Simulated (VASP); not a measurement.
Wanted: the native input for a VASP 6.6.1 run.

| Item | Value |
| --- | --- |
| Task | relaxation of cell and atoms |
| Functional | PBE |
| Dispersion | D3(BJ) |
| Potentials or basis | VASP PAW PBE potentials, release 64 (Ba_sv, Ti_sv, O) |
| Cutoff | 600 eV |
| k mesh | 8 × 8 × 8 |
| Occupations | gaussian, width 0.03 eV |
| Spin | no spin polarisation |
| Further INCAR settings | ALGO = Normal; EDIFF = 1e-07; IBRION = 2; EDIFFG = -0.005; NSW = 90; ISIF = 3 |

The structure of BaTiO3 lies in POSCAR:

```
BaTiO3                                  
1.0
    4.0060000000      0.0000000000      0.0000000000
    0.0000000000      4.0060000000      0.0000000000
    0.0000000000      0.0000000000      4.0060000000
  Ba              Ti              O             
     1     1     3
Direct
     0.5000000000000000    0.5000000000000000    0.5000000000000000
     0.0000000000000000    0.0000000000000000    0.0000000000000000
     0.5000000000000000    0.0000000000000000    0.0000000000000000
     0.0000000000000000    0.5000000000000000    0.0000000000000000
     0.0000000000000000    0.0000000000000000    0.5000000000000000
```

One way to write it, as run:

INCAR

```
SYSTEM = BaTiO3
ALGO = Normal
EDIFF = 1E-7
EDIFFG = -0.005
ENCUT = 600
GGA = PE
IBRION = 2
ISIF = 3
ISMEAR = 0
IVDW = 12
LASPH = .True.
LCHARG = .False.
LREAL = .False.
LWAVE = .False.
NELM = 80
NSW = 90
PREC = Accurate
SIGMA = 0.03
```

KPOINTS

```
k-points
0
Gamma
  8 8 8
  0 0 0
```

Potentials or basis: VASP PAW PBE potentials, release 64 (Ba_sv, Ti_sv, O).

Run with:

```bash
$ cat potpaw_PBE.64/Ba_sv/POTCAR potpaw_PBE.64/Ti_sv/POTCAR potpaw_PBE.64/O/POTCAR > POTCAR
$ mpirun -np 1 vasp_std > vasp.out
```

It gave:

| Quantity | Value |
| --- | --- |
| Relaxed volume | 12.85 Å³/atom |
| Relaxed cell | a = 4.005 Å, b = 4.005 Å, c = 4.005 Å, α = 90.00°, β = 90.00°, γ = 90.00° |
| Space group after relaxing (to 0.05 Å) | Pm-3m (No. 221) |
| Energy gained by relaxing | 0.0 meV/atom |
| Ionic steps | 3 |
| Pressure after relaxing | 0.0 GPa |
| Band gap on the k mesh | 1.74 eV, indirect (least direct gap 1.89 eV) |
| Dispersion energy per atom | -0.264 eV |

Caveat: spin-orbit coupling is left out, which moves the levels of the heavy elements.

Wall time 89 s on 1 thread of Intel(R) Xeon(R) Platinum 8488C (Sapphire Rapids) (shared host), peak memory 0.24 GiB.
